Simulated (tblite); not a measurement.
Torsional barriers computed with GFN2-xTB (tblite), climbing-image nudged elastic band, gas phase; electronic energies of the top image counted from the start geometry. The bands met a force threshold of 0.05 eV/Å; their tops weren't refined or checked by frequencies and can lie a kcal/mol or more above the method's true saddle points. Atom numbers follow the mapped SMILES.

**Question.** Rank the forward barriers of these bands, lowest first.
A. `[CH3:1][CH:2]([CH3:3])[CH2:4][OH:5]`: C1–C2–C4–O5 from 62° to 171°
B. `[CH3:1][CH2:2][O:3][CH2:4][CH3:5]`: C1–C2–O3–C4 from 180° to -72°
C. `[CH:1]#[C:2][CH2:3][CH:4]([F:5])[F:6]`: C2–C3–C4–F5 from 170° to -59°

**Answer.** B (1.8 kcal/mol), A (2.3 kcal/mol), C (3.4 kcal/mol).

```csv
SMILES,ends of the turned bond,barrier (kcal/mol),end above start (kcal/mol),dihedral at top (°),bond at start (Å),bond at top (Å),Eyring rate at 298 K (s⁻¹)
CCOCC,sp3 carbon bound to oxygen / ether oxygen,1.8,0.0,-124,1.408,1.416,3 × 10^11
CC(C)CO,sp3 CH carbon / carbinol carbon (C–OH),2.3,0.2,116,1.535,1.545,1 × 10^11
C#CCC(F)F,propargylic carbon / CHF2 carbon,3.4,1.4,-110,1.526,1.539,2 × 10^10
```

Rates take the electronic barrier for the free energy of activation. GFN2-xTB barriers can miss by several kcal/mol, and conformer orders can be wrong, so the ranking may change at better levels.
